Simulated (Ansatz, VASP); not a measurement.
Two plane-wave programs on MgO

File INCAR:

```
SYSTEM = MgO
PREC = Accurate ; ENCUT = 520
EDIFF = 1E-7 ; ISMEAR = -1
SIGMA = 0.05 ; LREAL = .FALSE.
LASPH = .TRUE. ; NELM = 60
ALGO = Normal ; ISIF = 2
LWAVE = .FALSE. ; LCHARG = .FALSE.
GGA = PE ; NBANDS = 16
```

Contents of KPOINTS:

```
Automatic mesh
0
G
  9 9 6
  0 0 0
```

Contents of POSCAR:

```
MgO
1.0
    3.3513154912      0.0000000000      0.0000000000
   -1.6756577457      2.9023243515      0.0000000000
    0.0000000000      0.0000000000      5.0484534221
Mg O
2 2
Direct
    0.6666666667      0.3333333333      0.5021597400
    0.3333333333      0.6666666667      0.0021597400
    0.6666666667      0.3333333333      0.9024402600
    0.3333333333      0.6666666667      0.4024402600
```

File input.yaml:

```yaml
crystal:
  lattice:
    - [3.3513154912, 0.0, 0.0]
    - [-1.6756577457, 2.9023243515, 0.0]
    - [0.0, 0.0, 5.0484534221]
  atoms:
    - { symbol: Mg, position: [0.6666666667, 0.3333333333, 0.50215974] }
    - { symbol: Mg, position: [0.3333333333, 0.6666666667, 0.00215974] }
    - { symbol: O, position: [0.6666666667, 0.3333333333, 0.90244026] }
    - { symbol: O, position: [0.3333333333, 0.6666666667, 0.40244026] }
hamiltonian:
  xc: pbe
  pseudopotentials: { kind: paw }
kpoints:
  mp_grid: { grid: [9, 9, 6] }
scf:
  occupations: { method: fermi_dirac, width: 0.05 }
output:
  forces: true
  stress: true
  eigenvalues: true
```

Change from the starting cell: volume scaled by 1.04.

Alike in both runs: task single point; functional PBE; k mesh 9 × 9 × 6; occupations fermi-dirac, width 0.05 eV; no spin polarisation.

|  | VASP | Ansatz |
| --- | --- | --- |
| version | VASP 6.6.1 | Ansatz 0.2.0 |
| potentials or method | VASP PAW PBE potentials, release 64 (Mg, O) | Ansatz PAW |
| plane-wave cutoff (eV) | 520 | 420 |
| valence electrons in the cell | 16 | 32 |

VASP gave:

```
gap on the k mesh at the Fermi level (eV)       : 3.25
least direct gap on the mesh (eV)               : 3.25
pressure (GPa)                                  : -1.7
largest component of the traceless stress (GPa) : 0.62
rms of the force components (eV/Å)              : 0.025
```

Question: What did Ansatz give for the same quantities?

Answer: gap on the k mesh at the Fermi level (eV): 3.27; least direct gap on the mesh (eV): 3.27; pressure (GPa): -1.3; largest component of the traceless stress (GPa): 0.58; rms of the force components (eV/Å): 0.025.

Atom by atom the forces differ by 0.001 eV/Å (rms over components). The functional is the same, so the differences come from potentials, cutoffs and numerics. The two sets of potentials don't hold the same shells in valence.

Caveats: an odd mesh through Γ misses points on the zone boundary, where band edges often lie (VASP); odd divisions of the mesh miss points on the zone boundary, where band edges often lie, so the gap on the mesh can be too wide (Ansatz); the pressure holds a Pulay correction of +0.5 GPa for the finite cutoff (Ansatz).
